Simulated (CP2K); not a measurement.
TiO under changes of volume

One of the cells (12.880 Å³/atom); the others are scaled copies at fixed shape and fractional positions:

```
CELL_PARAMETERS angstrom
3.03100 0.00000 0.00000
-1.51550 2.62492 0.00000
0.00000 0.00000 3.23770
ATOMIC_POSITIONS crystal
Ti 0.66667 0.33333 0.00000
O 0.00000 0.00000 0.50000
```

* Program: CP2K 2026.2
* Functional: PBEsol
* Potentials or basis: POTENTIAL_UZH Ti GTH-PBE-q12, O GTH-PBE-q6; TZVP-MOLOPT-PBE-GTH basis
* Density cutoff: 8163 eV
* k mesh: 10 × 10 × 8
* Occupations: fermi-dirac, width 0.05 eV
* Spin: no spin polarisation

```tsv
volume (Å³/atom)	energy over the lowest point (meV/atom)	pressure (GPa)	largest force (eV/Å)
12.107	0.00	-36.5	0.036
12.365	?	?	?
12.622	121.45	-38.9	0.014
12.880	184.70	-39.8	0.010
13.137	249.45	-40.5	0.017
13.395	315.04	-41.1	0.014
13.653	381.44	-41.5	0.016
```

**Question.** What does the run at 12.365 Å³/atom give?

**Answer.** Energy over the lowest point 59.77 meV/atom; pressure -37.8 GPa; largest force 0.019 eV/Å.

Worked out: A Birch-Murnaghan fit of order 3 (a polynomial in V^(-2/3)) to the other rows has no minimum within the range. It gives 59.78 meV/atom at 12.365 Å³/atom, against the run's 59.77, and -dE/dV = -37.8 GPa, against -37.8.

Energies are extrapolated to zero smearing.

Caveats: the potentials were made for another functional, which shifts forces and pressure; the basis of atomic orbitals isn't converged, which shifts pressures, moduli and gaps.
